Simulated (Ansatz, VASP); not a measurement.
## One calculation of Al, two programs

```
Al
1.0
     2.81246    0.00000    0.00000
    -1.40623    2.43566    0.00000
     0.00000    0.00000    4.86685
Al
2
Direct
  0.33333 0.66667 0.25000
  0.66667 0.33333 0.75000
```

This isn't the form of Al at room conditions, which is fcc.

Alike in both runs: task single point; functional PBE; k mesh 11 × 11 × 6; occupations fermi-dirac, width 0.05 eV; no spin polarisation.

|  | VASP | Ansatz |
| --- | --- | --- |
| version | VASP 6.6.1 | Ansatz 0.2.0 |
| potentials or method | VASP PAW PBE potentials, release 64 (Al) | Ansatz PAW |
| plane-wave cutoff (eV) | 520 | 420 |
| valence electrons in the cell | 6 | 6 |

```tsv
	VASP	Ansatz	Ansatz less VASP
gap on the k mesh at the Fermi level (eV)	none	none	-
pressure (GPa)	0.1	0.2	+0.03
largest component of the traceless stress (GPa)	3.04	3.05	+0.009
```

A gap of «none» marks a metal or a gap that the smearing closes. The functional is the same, so the differences come from potentials, cutoffs and numerics.
